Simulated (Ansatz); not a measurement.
**The equilibrium volume of TiSi2, sorted by core time**

Space group Immm (No. 71). a = 2.946 Å, b = 3.424 Å, c = 8.424 Å, α = 90.00°, β = 90.00°, γ = 90.00°
```json
{"atom": "Ti", "site": "2a", "symmetry": "mmm", "x": "0.0000", "y": "0.0000", "z": "0.0000"}
{"atom": "Si", "site": "4i", "symmetry": "mm2", "x": "0.0000", "y": "0.0000", "z": "0.6701"}
```

The cell comes from a database or a generator and needn't be the stable form of this composition.

| rung | level | program and potentials | cutoff (eV) | k mesh | smearing | core time | chip | equilibrium volume (Å³/atom) | notes |
| --- | --- | --- | --- | --- | --- | --- | --- | --- | --- |
| GGA | PBEsol | Ansatz, Ansatz PAW | 420 | 12 × 12 × 12 | fermi-dirac 0.05 | 1.9 min | Intel Xeon Skylake/Cascade Lake | (a) | potentials made for PBE, which Ansatz adapts in part |
| LDA | LDA | Ansatz, Ansatz PAW | 420 | 12 × 12 × 12 | fermi-dirac 0.05 | 2 min | Intel Xeon Skylake/Cascade Lake | 13.52 | potentials made for PBE, which Ansatz adapts in part |
| GGA + U (1 eV) | PBEsol+U (Ti d U = 1 eV, fll (the default)) | Ansatz, Ansatz PAW | 420 | 12 × 12 × 12 | fermi-dirac 0.05 | 2.2 min | Intel Xeon Skylake/Cascade Lake | 13.88 | potentials made for PBE, which Ansatz adapts in part |
| GGA + U (2 eV) | PBEsol+U (Ti d U = 2 eV, fll (the default)) | Ansatz, Ansatz PAW | 420 | 12 × 12 × 12 | fermi-dirac 0.05 | 2.8 min | Intel Xeon Skylake/Cascade Lake | 13.95 | potentials made for PBE, which Ansatz adapts in part |
| GGA + U (4 eV) | PBEsol+U (Ti d U = 4 eV, fll (the default)) | Ansatz, Ansatz PAW | 420 | 12 × 12 × 12 | fermi-dirac 0.05 | 2.9 min | Intel Xeon Skylake/Cascade Lake | 14.12 | potentials made for PBE, which Ansatz adapts in part |
| GGA | BLYP | Ansatz, Ansatz PAW | 420 | 12 × 12 × 12 | fermi-dirac 0.05 | 3 min | Intel Xeon Skylake/Cascade Lake | 15.02 | potentials made for PBE, which Ansatz adapts in part |
| GGA + U (3 eV) | PBEsol+U (Ti d U = 3 eV, fll (the default)) | Ansatz, Ansatz PAW | 420 | 12 × 12 × 12 | fermi-dirac 0.05 | 3 min | Intel Xeon Skylake/Cascade Lake | 14.03 | potentials made for PBE, which Ansatz adapts in part |
| GGA + U (5 eV) | PBEsol+U (Ti d U = 5 eV, fll (the default)) | Ansatz, Ansatz PAW | 420 | 12 × 12 × 12 | fermi-dirac 0.05 | 3 min | Intel Xeon Skylake/Cascade Lake | 14.23 | potentials made for PBE, which Ansatz adapts in part |
| meta-GGA | r2SCAN | Ansatz, Ansatz PAW | 500 | 12 × 12 × 12 | fermi-dirac 0.05 | 3.1 min | Intel Xeon Skylake/Cascade Lake | 13.93 | potentials made for PBE, which Ansatz adapts in part |
| GGA + U (6 eV) | PBEsol+U (Ti d U = 6 eV, fll (the default)) | Ansatz, Ansatz PAW | 420 | 12 × 12 × 12 | fermi-dirac 0.05 | 11 min | Intel Xeon Skylake/Cascade Lake | 15.08 | potentials made for PBE, which Ansatz adapts in part |

Times are single runs on shared hosts, so they are rough; meshes, cutoffs and the tasks' sizes weigh on the time. Task: relaxation of cell and atoms. All rows: no spin polarisation. Smearing widths are in eV. For a metal such meshes aren't converged. Meshes are those of the run's cell of 3 atoms unless a note names another. Relaxations start from the cell shown or near it and stop with a little pressure left. Runs on faulty files, with rough fits or with known faults for this quantity aren't shown. PBE isn't shown for this crystal. No row holds spin-orbit coupling.

Estimate the value left out from the other rows.

(a) 13.81 Å³/atom.
